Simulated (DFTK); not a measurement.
# BN under changes of volume

One of the cells (5.969 Å³/atom); the others are scaled copies at fixed shape and fractional positions:

```
CELL_PARAMETERS angstrom
2.55394 0.00000 0.00000
-1.27697 2.21178 0.00000
0.00000 0.00000 4.22685
ATOMIC_POSITIONS crystal
N 0.33333 0.66667 0.12528
N 0.66667 0.33333 0.62528
B 0.33333 0.66667 0.49972
B 0.66667 0.33333 0.99972
```

Measurements of this composition are mostly on another form, of space group No. 194.

```yaml
Program: DFTK 0.8.2
Functional: PBE
Potentials_or_basis: dojo.nc.sr.pbe.v0_4_1.standard.upf (PBE)
Cutoff: 1143 eV
k_mesh: 12 × 12 × 6
Occupations: fermi-dirac, width 0.05 eV
Spin: no spin polarisation
```

```csv
volume (Å³/atom),energy over the lowest point (meV/atom),pressure (GPa),gap on the mesh (eV),largest force (eV/Å)
5.611,26.49,25.3,5.18,0.035
5.730,11.20,15.9,5.21,0.017
5.850,2.57,7.4,5.24,0.001
5.969,0.00,-0.4,5.27,0.015
6.088,?,?,?,?
6.208,10.93,-13.9,5.32,0.044
6.327,23.47,-19.7,5.34,0.057
```

What does the run at 6.088 Å³/atom give?

Energy over the lowest point 2.95 meV/atom; pressure -7.4 GPa; gap on the mesh 5.30 eV; largest force 0.030 eV/Å.

Worked out: A Birch-Murnaghan fit of order 3 (a polynomial in V^(-2/3)) to the other rows has its minimum at 5.96 Å³/atom with B0 = V·E''(V) = 372 GPa and B' = 3.7 at fixed shape and positions, which overstates the stiffness. It gives 2.93 meV/atom at 6.088 Å³/atom, against the run's 2.95, and -dE/dV = -7.4 GPa, against -7.4. A straight line through the other rows of the gap, of slope 1.34 eV per unit of ln V, gives 5.29 eV, against the run's 5.30.

Energies are extrapolated to zero smearing.

A mesh can miss the band edges.
